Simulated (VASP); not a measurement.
Here is a VASP 6.6.1 calculation.

File INCAR:

```
PREC     = Accurate       # precision mode
ENCUT    = 520            # plane-wave cutoff, eV
EDIFF    = 1E-6           # SCF threshold, eV
ISMEAR   = -1             # smearing method
SIGMA    = 0.05           # smearing width, eV
LREAL    = F              # projectors in reciprocal space
LASPH    = T              # aspherical terms in the spheres
NELM     = 100            # most SCF steps
ALGO     = Fast           # electronic algorithm
ISIF     = 2              # what is computed and relaxed
LWAVE    = F              # write WAVECAR
LCHARG   = F              # write CHGCAR
LMAXMIX  = 4              # l up to which the mixer works
GGA      = PS             # functional
```

KPOINTS

```
regular mesh
0
Gamma
  10 10 10
```

POSCAR

```
Au
1.0
    2.7484100000      0.0000000000      0.0000000000
    0.0000000000      2.7484100000      0.0000000000
    0.0000000000      0.0000000000      2.7484100000
Au
1
Direct
    0.5000000000      0.5000000000      0.5000000000
```

Contents of KPOINTS_OPT:

```
path GXMGRX,MR
15
line-mode
reciprocal
 0.0000000000  0.0000000000  0.0000000000  G
 0.0000000000  0.5000000000  0.0000000000  X

 0.0000000000  0.5000000000  0.0000000000  X
 0.5000000000  0.5000000000  0.0000000000  M

 0.5000000000  0.5000000000  0.0000000000  M
 0.0000000000  0.0000000000  0.0000000000  G

 0.0000000000  0.0000000000  0.0000000000  G
 0.5000000000  0.5000000000  0.5000000000  R

 0.5000000000  0.5000000000  0.5000000000  R
 0.0000000000  0.5000000000  0.0000000000  X

 0.5000000000  0.5000000000  0.0000000000  M
 0.5000000000  0.5000000000  0.5000000000  R
```

Potentials or basis: VASP PAW PBE potentials, release 64 (Au).

Run with:

```bash
$ cat potpaw_PBE.64/Au/POTCAR > POTCAR
$ mpirun -np 1 vasp_std > vasp.out
```

Predict the pressure.

-6.5 GPa.

Predict the band gap along the path.

none (metal or under the smearing width).

Levels at the corners of the path, in eV from the Fermi level:
```
point  band 3  band 4  band 5  band 6  band 7  band 8
    Γ   -5.57   -1.38   -1.38   -1.38   13.82   13.82
    X   -2.80   -2.80   -1.24   -0.47    2.06   16.31
    X   -2.80   -2.80   -1.24   -0.47    2.06   16.31
    M   -2.55   -2.55   -0.25    3.81    3.81    6.38
    M   -2.55   -2.55   -0.25    3.81    3.81    6.38
    Γ   -5.57   -1.38   -1.38   -1.38   13.82   13.82
    Γ   -5.57   -1.38   -1.38   -1.38   13.82   13.82
    R   -4.83   -0.16   -0.16    8.38    8.38    8.38
    R   -4.83   -0.16   -0.16    8.38    8.38    8.38
    X   -2.80   -2.80   -1.24   -0.47    2.06   16.31
    M   -2.55   -2.55   -0.25    3.81    3.81    6.38
    R   -4.83   -0.16   -0.16    8.38    8.38    8.38
```

Caveat: the PAW data sets were made with another functional, which shifts forces and pressure a little; spin-orbit coupling is left out, which moves the levels of the heavy elements.
